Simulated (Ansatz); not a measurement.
# W (Fm-3m) in Ansatz: equation of state

How stiff is W in PBE, and what volume does it want? The cell is scaled to several volumes.

Everything below comes from runs of Ansatz 0.2.0. Logs are shortened: lines on timing, memory, paths and dates and some standing lists are left out, and cuts for length are marked.

### Step 1. The structure

It takes space group Fm-3m (No. 225, cubic). The conventional cell has a = 4.060 Å, b = 4.060 Å, c = 4.060 Å, α = 90.00°, β = 90.00°, γ = 90.00°. Around W (site symmetry m-3m) lie 12 W at 2.87 Å.

This isn't the form of W at room conditions, which is bcc.

### Step 2. Single point, PBE, 15.73 Å³/atom (volume scaled by 0.94)

The input, input.yaml:

```yaml
crystal:
  lattice:
    - [0.0, 1.9885598007, 1.9885598007]
    - [1.9885598007, 0.0, 1.9885598007]
    - [1.9885598007, 1.9885598007, 0.0]
  atoms:
    - { symbol: W, position: [0.0, 0.0, 0.0] }
hamiltonian:
  xc: pbe
  pseudopotentials: { kind: paw }
kpoints:
  mp_grid: { grid: [11, 11, 11] }
scf:
  occupations: { method: fermi_dirac, width: 0.05 }
output:
  forces: true
  stress: true
  eigenvalues: true
```

Potentials or basis: Ansatz PAW.

Command:

```console
$ ansatz run input.yaml --threads 1 --pin off --max-ram 2560MiB --backend cpu --events-out ev --progress --plain --runs-dir out
```

Output:

```text
Warning: RAYON_NUM_THREADS=1 ignored (pool sized by the plan → 1); use --threads N
Engine: ansatz 0.2.0, aarch64-unknown-linux-gnu
Pseudopotentials: kind: paw
Pseudopotential: W, paw, valence charge 14, recommended cutoff 420 eV (normal), W.paw.azcp
Functional definition: PBE
  parameter kappa = 0.804
  parameter beta = 0.06672455060314922
  exchange = pbe_x(kappa = kappa, mu = beta*pi^2/3)
  correlation = pbe_c(beta = beta)
Crystal: 1 atoms, lattice volume = 15.727 Å³
Basis set: ecut = 420 eV, 331 PW (Γ), exchange–correlation on 40×40×40 points (8 copies of the dense FFT grid, shifted against one another)
Bands: 11, of which v1, the nominal top of the filled ones, is band 7 counted from 1 (6 counted from 0)
Symmetry: 48 space group operations
Space group: Fm-3m (ITA 225), of the structure as read, at distance tolerance 2.5e-5 Å
k-points: 56 of 1331
Non-local potential: W, projectors of the file, l = 0: 3, l = 1: 2, l = 2: 2, l = 3: 1
PAW form: soft (Blöchl's): semilocal exchange-correlation on the pseudo side does not see the compensation charge
PAW one-centre angular grid: W, 590 points (default); XC on 64 Gauss nodes
Initial density: superposition of atomic densities (neutral atoms: chi_scale 0, normalization atom), corrected by the library's trained network
Initial wavefunctions: pseudopotential atomic-orbital guess
Functional: x = pbe(κ = 0.804, μ = 0.2195149727645171), c = pbe(β = 0.06672455060314922)
SCF iter   1: F=—  HF=-10384.322602 eV  |F-HF|=—  |Δ(HF+E_count)|=         —  Δρ=2.42e-3  dr2=8.37e-4  ethr=1.77e-3  ⟨swp⟩=5.2  Hψ=3290  notcnv=0
preconditioner: auto → none  [metal: Δε(μ)=0.073 eV  Ē_g=8.902 eV  σ=0.050 eV  W_gap=0.34  n_scr=0 (ndim 8)  ℏωp=22.9 eV  f_vac=0.000  D(μ)=0.92/eV (n_scr^D=14)]
SCF iter   2: F=—  HF=-10384.321975 eV  |F-HF|=—  |Δ(HF+E_count)|=   6.27e-4  Δρ=8.55e-4  dr2=6.16e-5  ethr=5.98e-6  ⟨swp⟩=2.1  Hψ=1238  notcnv=0
SCF iter   3: F=—  HF=-10384.321987 eV  |F-HF|=—  |Δ(HF+E_count)|=   1.23e-5  Δρ=2.47e-4  dr2=2.52e-6  ethr=4.40e-7  ⟨swp⟩=2.8  Hψ=952  notcnv=0
SCF iter   4: F=—  HF=-10384.321990 eV  |F-HF|=—  |Δ(HF+E_count)|=   3.29e-6  Δρ=5.19e-5  dr2=3.20e-7  ethr=1.80e-8  ⟨swp⟩=2.3  Hψ=937  notcnv=0
iter 5 did not close the SCF: its close was put off for the readings that it lacked (scf_convergence_deferred on its scf_iter line)
SCF iter   5: F=-10384.321990 eV  HF=-10384.321990 eV  |F-HF|=9.36e-9  |Δ(HF+E_count)|=   1.51e-7  Δρ=1.14e-5  dr2=1.28e-8  ethr=2.29e-9  ⟨swp⟩=2.1  Hψ=911  notcnv=0
SCF iter   6: F=-10384.321990 eV  HF=-10384.321990 eV  |F-HF|=3.46e-11  |Δ(HF+E_count)|=   5.08e-9  Δρ=6.89e-7  dr2=5.81e-11  ethr=9.12e-11  ⟨swp⟩=2.1  Hψ=2116  notcnv=0
SCF 1 converged in 6 iterations: F = -10384.321990 eV  dr2 = 5.81e-11
SCF converged after 6 iterations
Free energy (F): -10384.321990 eV
Harris-Foulkes:  -10384.321990 eV  (|F-HF|=3.46e-11)
Internal energy: -10384.314044 eV  (E = F + TS)
E sigma→0 (E₀):  -10384.318017 eV
Entropy (-TS):   -0.007946 eV (-7.946 meV/atom)
Fermi energy:    22.315502 eV
--- Per-component energies (eV) ---
  E_band       = -77.293603
  E_kinetic    = 451.258777
  E_local      = -594.474280  (includes V_loc(G=0)·N_el)
  E_nonlocal   = 0.924760
  E_hartree    = 214.620725
  E_xc         = -267.234939
  E_vxc        = -239.195460  (∫ρ·V_xc dr)
  E_paw        = -8562.604017  (= ΣΔE_a)
  E_vpaw       = -125.048576  (= ΣTr[D̂ρ^β])
  E_aug_tail   = -0.000067  (compensation charges beyond the density's cutoff)
  E_ewald      = -1626.805003
  E_smearing   = -0.007946  (= −TS)
  E_closure    = 0.000000  (closes the sum)
  Σ components = -10384.321990   (vs F -10384.321990, Δ=0.00e0)
--- Forces (eV/Å), atoms counted from 1 ---
  atom   1  W      0.00000000     0.00000000    -0.00000000
  max |Σ_I F_I| component: 1.23e-32 eV/Å
--- Stress (GPa, compression-positive) ---
       14.396957      -0.000000       0.000000
       -0.000000      14.396957       0.000000
       -0.000000      -0.000000      14.396957
  P = ⅓ Tr σ = 14.3970 GPa (143.970 kbar)
--- Band table (eV; the first three rows and the last of 56) ---
  k-point 0: bands = ["-51.1763", "-14.7846", "-14.7846", "-14.7846", "13.1468", "21.7248", "21.7248", "21.7248", "25.0479", "25.0479", "35.1929"]
  k-point 1: bands = ["-51.1661", "-14.8976", "-14.7988", "-14.7988", "13.5248", "21.4427", "21.8973", "21.8973", "24.8929", "24.8929", "35.9314"]
  k-point 2: bands = ["-51.1387", "-15.1936", "-14.8368", "-14.8368", "14.5324", "20.8974", "22.2007", "22.2007", "24.7648", "24.7648", "36.6442"]
  k-point 55: bands = ["-51.0052", "-15.6956", "-15.6246", "-15.2522", "18.4177", "19.7316", "20.7211", "23.8559", "28.1391", "31.9951", "33.6482"]
```

It took 0.77 s on 1 thread of Arm Neoverse V1, shared host; peak memory 0.25 GiB.

What came out:

| Item | Value |
| --- | --- |
| Free energy | -10384.3220 eV |
| Pressure | 14.4 GPa |
| Band gap on the k mesh | none (metal or under the smearing width) |

### Step 3. Single point, PBE, 16.06 Å³/atom (volume scaled by 0.96)

Changes to input.yaml since step 2:

```diff
@@ -2,5 +2,5 @@
   lattice:
-    - [0.0, 1.9885598007, 1.9885598007]
-    - [1.9885598007, 0.0, 1.9885598007]
-    - [1.9885598007, 1.9885598007, 0.0]
+    - [0.0, 2.0025642044, 2.0025642044]
+    - [2.0025642044, 0.0, 2.0025642044]
+    - [2.0025642044, 2.0025642044, 0.0]
   atoms:
```

Potentials or basis: Ansatz PAW.

Command:

```console
$ ansatz run input.yaml --threads 1 --pin off --max-ram 2560MiB --backend cpu --events-out ev --progress --plain --runs-dir out
```

Run time: 0.78 s. Hardware: 1 thread of Arm Neoverse V1, shared host; peak memory 0.25 GiB.

The run converged. Its results:

* Free energy: -10384.3445 eV
* Pressure: 7.3 GPa
* Band gap on the k mesh: none (metal or under the smearing width)

### Step 4. Single point, PBE, 16.40 Å³/atom (volume scaled by 0.98)

Changes to input.yaml since step 3:

```diff
@@ -2,5 +2,5 @@
   lattice:
-    - [0.0, 2.0025642044, 2.0025642044]
-    - [2.0025642044, 0.0, 2.0025642044]
-    - [2.0025642044, 2.0025642044, 0.0]
+    - [0.0, 2.0163754284, 2.0163754284]
+    - [2.0163754284, 0.0, 2.0163754284]
+    - [2.0163754284, 2.0163754284, 0.0]
   atoms:
```

Command:

```console
$ ansatz run input.yaml --threads 1 --pin off --max-ram 2560MiB --backend cpu --events-out ev --progress --plain --runs-dir out
```

Wall time 0.78 s (1 thread of Arm Neoverse V1, shared host); peak memory 0.25 GiB.

The run converged. Its results:

```
Free energy            : -10384.3529 eV
Pressure               : 0.9 GPa
Band gap on the k mesh : none (metal or under the smearing width)
```

### Step 5. Single point, PBE, 16.73 Å³/atom

Changes to input.yaml since step 4:

```diff
@@ -2,5 +2,5 @@
   lattice:
-    - [0.0, 2.0163754284, 2.0163754284]
-    - [2.0163754284, 0.0, 2.0163754284]
-    - [2.0163754284, 2.0163754284, 0.0]
+    - [0.0, 2.03, 2.03]
+    - [2.03, 0.0, 2.03]
+    - [2.03, 2.03, 0.0]
   atoms:
```

Command:

```console
$ ansatz run input.yaml --threads 1 --pin off --max-ram 2560MiB --backend cpu --events-out ev --progress --plain --runs-dir out
```

It took 0.79 s on 1 thread of Arm Neoverse V1, shared host; peak memory 0.25 GiB.

The run converged. Its results:

```
Free energy            : -10384.3487 eV
Pressure               : -4.8 GPa
Band gap on the k mesh : none (metal or under the smearing width)
```

### Step 6. Single point, PBE, 17.07 Å³/atom (volume scaled by 1.02)

Changes to input.yaml since step 5:

```diff
@@ -2,5 +2,5 @@
   lattice:
-    - [0.0, 2.03, 2.03]
-    - [2.03, 0.0, 2.03]
-    - [2.03, 2.03, 0.0]
+    - [0.0, 2.0434441004, 2.0434441004]
+    - [2.0434441004, 0.0, 2.0434441004]
+    - [2.0434441004, 2.0434441004, 0.0]
   atoms:
```

Potentials or basis: Ansatz PAW.

Command:

```console
$ ansatz run input.yaml --threads 1 --pin off --max-ram 2560MiB --backend cpu --events-out ev --progress --plain --runs-dir out
```

Run time: 0.77 s. Hardware: 1 thread of Arm Neoverse V1, shared host; peak memory 0.25 GiB.

It converged, with:

* Free energy: -10384.3331 eV
* Pressure: -10.0 GPa
* Band gap on the k mesh: none (metal or under the smearing width)

### Step 7. Single point, PBE, 17.40 Å³/atom (volume scaled by 1.04)

Changes to input.yaml since step 6:

```diff
@@ -2,5 +2,5 @@
   lattice:
-    - [0.0, 2.0434441004, 2.0434441004]
-    - [2.0434441004, 0.0, 2.0434441004]
-    - [2.0434441004, 2.0434441004, 0.0]
+    - [0.0, 2.0567135898, 2.0567135898]
+    - [2.0567135898, 0.0, 2.0567135898]
+    - [2.0567135898, 2.0567135898, 0.0]
   atoms:
```

Command:

```console
$ ansatz run input.yaml --threads 1 --pin off --max-ram 2560MiB --backend cpu --events-out ev --progress --plain --runs-dir out
```

It took 0.79 s on 1 thread of Arm Neoverse V1, shared host; peak memory 0.25 GiB.

The run converged. Its results:

- Free energy: -10384.3075 eV
- Pressure: -14.5 GPa
- Band gap on the k mesh: none (metal or under the smearing width)

### Step 8. Single point, PBE, 17.73 Å³/atom (volume scaled by 1.06)

The input, input.yaml:

```yaml
crystal:
  lattice:
    - [0.0, 2.0698140295, 2.0698140295]
    - [2.0698140295, 0.0, 2.0698140295]
    - [2.0698140295, 2.0698140295, 0.0]
  atoms:
    - { symbol: W, position: [0.0, 0.0, 0.0] }
hamiltonian:
  xc: pbe
  pseudopotentials: { kind: paw }
kpoints:
  mp_grid: { grid: [11, 11, 11] }
scf:
  occupations: { method: fermi_dirac, width: 0.05 }
output:
  forces: true
  stress: true
  eigenvalues: true
  write_density: true
  write_potential: true
  elf: true
  volumetric_format: npy
```

Command:

```console
$ ansatz run input.yaml --threads 1 --pin off --max-ram 2560MiB --backend cpu --events-out ev --progress --plain --runs-dir out
```

Wall time 1 s (1 thread of Arm Neoverse V1, shared host); peak memory 0.26 GiB.

It converged, with:

* Free energy: -10384.2728 eV
* Pressure: -18.6 GPa
* Band gap on the k mesh: none (metal or under the smearing width)

### Step 9. Equation of state, PBE

Potentials or basis: Ansatz PAW.

This step only gathers the single runs of the series.

Results:

```
Equilibrium volume                      : 16.45 Å³/atom
Bulk modulus                            : 292 GPa
Pressure derivative of the bulk modulus : 4.5
```

Energy against volume, from the lowest point:
| volume (Å³/atom) | energy (meV/atom) |
| --- | --- |
| 15.727 | 30.93 |
| 16.062 | 8.42 |
| 16.396 | 0.00 |
| 16.731 | 4.23 |
| 17.065 | 19.78 |
| 17.400 | 45.44 |
| 17.735 | 80.15 |

Spin-orbit coupling is left out, which matters for the levels of W.
